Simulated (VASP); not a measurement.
Here is a VASP 6.6.1 calculation.

Contents of INCAR:

```
SYSTEM = Zr16Si31
  PREC = Accurate
  ENCUT = 520
  EDIFF = 1E-7
  ISMEAR = 1
  SIGMA = 0.1
  LREAL = .FALSE.
  LASPH = .TRUE.
  NELM = 60
  ALGO = Fast
  ISIF = 2
  LWAVE = .FALSE.
  LCHARG = .FALSE.
  GGA = PE
  IBRION = 2
  NSW = 40
  EDIFFG = -0.01
```

Contents of KPOINTS:

```
regular mesh
0
G
  3 2 3
  0 0 0
```

POSCAR

```
Zr16Si31
1.0
    7.4120000000      0.0000000000      0.0000000000
    0.0000000000     14.7350000000      0.0000000000
    0.0000000000      0.0000000000      7.3440000000
Zr Si
16 31
Direct
    0.2500000000      0.6054000000      0.1250000000
    0.2500000000      0.6054000000      0.6250000000
    0.5000000000      0.1054000000      0.1250000000
    0.5000000000      0.1054000000      0.6250000000
    0.7500000000      0.6054000000      0.1250000000
    0.7500000000      0.6054000000      0.6250000000
    0.0000000000      0.1054000000      0.1250000000
    0.0000000000      0.1054000000      0.6250000000
    0.2500000000      0.3946000000      0.3750000000
    0.2500000000      0.3946000000      0.8750000000
    0.5000000000      0.8946000000      0.3750000000
    0.5000000000      0.8946000000      0.8750000000
    0.7500000000      0.3946000000      0.3750000000
    0.7500000000      0.3946000000      0.8750000000
    0.0000000000      0.8946000000      0.3750000000
    0.0000000000      0.8946000000      0.8750000000
    0.2500000000      0.9478000000      0.1250000000
    0.2500000000      0.9478000000      0.6250000000
    0.5000000000      0.4478000000      0.1250000000
    0.5000000000      0.4478000000      0.6250000000
    0.7500000000      0.9478000000      0.1250000000
    0.7500000000      0.9478000000      0.6250000000
    0.0000000000      0.4478000000      0.1250000000
    0.0000000000      0.4478000000      0.6250000000
    0.2500000000      0.0522000000      0.3750000000
    0.2500000000      0.0522000000      0.8750000000
    0.5000000000      0.5522000000      0.3750000000
    0.5000000000      0.5522000000      0.8750000000
    0.7500000000      0.0522000000      0.3750000000
    0.7500000000      0.0522000000      0.8750000000
    0.0000000000      0.5522000000      0.3750000000
    0.0000000000      0.5522000000      0.8750000000
    0.2500000000      0.2504000000      0.1250000000
    0.2500000000      0.2504000000      0.6250000000
    0.5000000000      0.7504000000      0.1250000000
    0.5000000000      0.7504000000      0.6250000000
    0.7500000000      0.2504000000      0.1250000000
    0.7500000000      0.2504000000      0.6250000000
    0.0000000000      0.7504000000      0.1250000000
    0.0000000000      0.7504000000      0.6250000000
    0.2500000000      0.7496000000      0.3750000000
    0.2500000000      0.7496000000      0.8750000000
    0.5000000000      0.2496000000      0.3750000000
    0.5000000000      0.2496000000      0.8750000000
    0.7500000000      0.7496000000      0.3750000000
    0.7500000000      0.7496000000      0.8750000000
    0.0000000000      0.2496000000      0.3750000000
```

Potentials or basis: VASP PAW PBE potentials, release 64 (Zr_sv, Si).

The run is started by

```sh
$ cat potpaw_PBE.64/Zr_sv/POTCAR potpaw_PBE.64/Si/POTCAR > POTCAR
$ mpirun -np 8 vasp_std > vasp.out
```

Question: Predict the energy gained by relaxing.

Answer: 4.0 meV/atom.

Question: Estimate the band gap on the k mesh.

Answer: None (metal or under the smearing width).

The path:
```csv
step,energy change (eV),largest force (eV/Å),pressure (GPa)
1,0.0000,0.5898,0.47
2,-0.1156,0.3712,0.36
3,-0.1425,0.2657,0.30
4,-0.1646,0.1423,0.26
5,-0.1683,0.1700,0.25
6,-0.1790,0.1248,0.25
7,-0.1827,0.1322,0.27
8,-0.1877,0.0424,0.27
9,-0.1881,0.0513,0.27
10,-0.1891,0.0244,0.27
11,-0.1892,0.0256,0.27
12,-0.1897,0.0117,0.26
13,-0.1897,0.0126,0.26
14,-0.1898,0.0071,0.26
```
